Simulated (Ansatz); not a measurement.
# Is this Cd₃S₂ stable against decomposition?

These are results of DFT PBE, scalar-relativistic, plane waves, PAW (Ansatz), not measurements. Settings: cutoff 420 eV, Γ-centred meshes spaced at most about 0.3 Å⁻¹, and about 0.25 Å⁻¹ or finer for metals (2π included), Gaussian smearing. No spin polarisation.

Formation energies are uncorrected and refer to the elements' standard structures at the same level.

All energies are static (0 K, no zero-point motion). The reference form of S is held partly by dispersion forces, which this level lacks.

The competitors are the elements and 1 reference phase of this chemical system (from databases or known types: CdS), relaxed at the same level; other known phases may be missing.

The candidate was reached from: Br2Cl3 type (R-3m).

```xyz
5
Lattice="4.0018 2.3105 2.7822 -4.0018 2.3105 2.7822 0.0000 -4.6209 2.7822" Properties=species:S:1:pos:R:3 pbc="T T T"
Cd   -2.0009    1.1552    1.3911
Cd    0.0000   -2.3105    1.3911
Cd    2.0009    1.1552    1.3911
S     0.0000    0.0000    5.9944
S     0.0000    0.0000    2.3522
```

Question: Where does it stand against these competitors?

Answer: Not stable. Its formation energy is 0.059 eV/atom. The lowest competing mixture at this composition is this:

```json
{"phase": "Cd", "space group": "-", "source": "element", "share of atoms": "0.2000", "ΔE_f (eV/atom)": "-0.0060"}
{"phase": "CdS", "space group": "P6_3mc (No. 186)", "source": "COD", "share of atoms": "0.8000", "ΔE_f (eV/atom)": "-0.660"}
```

The lowest database cell of Cd (-0.0060) lies slightly below the reference, hence the non-zero entry.

The mixture lies at -0.529 eV/atom, and the candidate lies 0.59 eV/atom above it. The candidate matches no cell in the subsets of the Crystallography Open Database and the Materials Project at hand. A phase this far over the hull is unlikely to be made.
